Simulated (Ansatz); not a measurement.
**What strain does to CdS (P6_3mc)**

CdS (started from an entry of an open crystallographic database), relaxed with r2SCAN in Ansatz. The symmetry is P6_3mc (No. 186, hexagonal); conventional cell a = 4.165 Å, c = 6.766 Å, 25.41 Å³ an atom. Cd is surrounded by 4 S at 2.54–2.55 Å; S is surrounded by 4 Cd at 2.54–2.55 Å.

The axes x, y and z are those of this cell:
```xyz
4
Lattice="4.1646 0.0000 0.0000 -2.0823 3.6067 0.0000 0.0000 0.0000 6.7660" Properties=species:S:1:pos:R:3 pbc="T T T"
Cd    0.0000    2.4044   -0.0065
Cd    2.0823    1.2022    3.3765
S     0.0000    2.4044    2.5438
S     2.0823    1.2022    5.9268
```

Unstrained: The PBE gap is direct at Γ: 1.173 eV. With r2SCAN the gap is 1.632 eV and direct, at Γ. HSE06 gives a direct gap of 2.190 eV at Γ. Meshes: PBE 12×12×4, r2SCAN 12×12×4, HSE06 6×6×4. Strains are changes of length per length. After each strain the atoms were relaxed again with r2SCAN within the symmetry that the strain leaves, so tilts or polar shifts that break it weren't tested; points keep the names that they have in the unstrained zone. Calculated for a static, non-magnetic cell.

Changes of the least gap in eV (an overlap counts as a negative gap):
```json
{"strain": "isotropic -5.28 % on every length", "volume change (%)": "-15.0", "space group": "P6_3mc", "PBE": "+0.356", "r2SCAN": "+0.376", "HSE06": "+0.397", "energy rise, r2SCAN (meV/atom)": "144.3"}
{"strain": "uniaxial -3.98 % along y", "volume change (%)": "-4.0", "space group": "Cmc2_1", "PBE": "-0.017", "r2SCAN": "-0.015", "HSE06": "-0.009", "energy rise, r2SCAN (meV/atom)": "10.6"}
{"strain": "uniaxial +5.34 % along x", "volume change (%)": "+5.3", "space group": "Cmc2_1", "PBE": "-0.172", "r2SCAN": "-0.177", "HSE06": "-0.191", "energy rise, r2SCAN (meV/atom)": "18.3"}
{"strain": "biaxial -1.26 % in x and y, z held", "volume change (%)": "-2.5", "space group": "P6_3mc", "PBE": "+0.034", "r2SCAN": "+0.036", "HSE06": "+0.041", "energy rise, r2SCAN (meV/atom)": "3.4"}
```

Isotropic -5.28 % on every length. HSE06: the gap goes from 2.190 to 2.587 eV (+0.397 eV); with r2SCAN the top three valence levels at Γ, grouped 2+1 from the top over 38 meV, become 2+1 over 74 meV. Stress change with r2SCAN, compression positive: xx +14.03, yy +14.03, zz +14.20 GPa. For HSE06, dE_g/d ln V = -2.4 eV over this step.

Uniaxial -3.98 % along y, other directions held. HSE06: the gap goes from 2.190 to 2.181 eV (-0.009 eV); with r2SCAN the top three valence levels at Γ, grouped 2+1 from the top over 38 meV, become 1+1+1 over 174 meV. Stress change with r2SCAN, compression positive: xx +2.36, yy +3.41, zz +1.97 GPa.

Uniaxial +5.34 % along x, other directions held. HSE06: the gap goes from 2.190 to 1.999 eV (-0.191 eV); with r2SCAN the top three valence levels at Γ, grouped 2+1 from the top over 38 meV, become 1+1+1 over 146 meV. Stress change with r2SCAN, compression positive: xx -4.17, yy -2.39, zz -2.04 GPa.

Biaxial -1.26 % in x and y, z held. HSE06: the gap goes from 2.190 to 2.231 eV (+0.041 eV); with r2SCAN the top three valence levels at Γ, grouped 2+1 from the top over 38 meV, become 2+1 over 86 meV. Stress change with r2SCAN, compression positive: xx +1.80, yy +1.80, zz +1.22 GPa.

The runs are scalar-relativistic, without spin-orbit coupling.

The meshes of the hybrids are coarse, so their gaps aren't converged to the digits shown.

The splittings at Γ are without spin-orbit coupling, which regroups them where it is of like size or larger.
